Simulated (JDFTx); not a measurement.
# Na under changes of volume

One of the cells (39.256 Å³/atom); the others are scaled copies at fixed shape and fractional positions:

```
Na
1.0
    -2.14100    2.14100    2.14100
     2.14100   -2.14100    2.14100
     2.14100    2.14100   -2.14100
Na
1
Direct
  0.00000 0.00000 0.00000
```

- Program: JDFTx 1.7.0 (patched build)
- Functional: PBEsol
- Potentials or basis: PseudoDojo-SR-PBEsol-0.4.1-standard
- Cutoff: 1197 eV
- Density cutoff: 4789 eV
- k mesh: 9 × 9 × 9
- Occupations: fermi-dirac, width 0.05 eV
- Spin: no spin polarisation

```csv
volume (Å³/atom),energy over the lowest point (meV/atom),pressure (GPa)
36.901,0.00,-0.1
37.686,1.02,-0.3
38.471,2.75,-0.4
39.256,?,?
40.041,8.03,-0.7
40.827,11.48,-0.8
41.612,15.40,-0.8
```

Question: What does the run at 39.256 Å³/atom give?

Answer: Energy over the lowest point 5.10 meV/atom; pressure -0.5 GPa.

Worked out: A Birch-Murnaghan fit of order 3 (a polynomial in V^(-2/3)) to the other rows has its minimum at 36.26 Å³/atom, just outside them, with B0 = V·E''(V) = 7.9 GPa and B' = 3.6. It gives 5.10 meV/atom at 39.256 Å³/atom, against the run's 5.10, and -dE/dV = -0.5 GPa, against -0.5.

Energies are extrapolated to zero smearing.
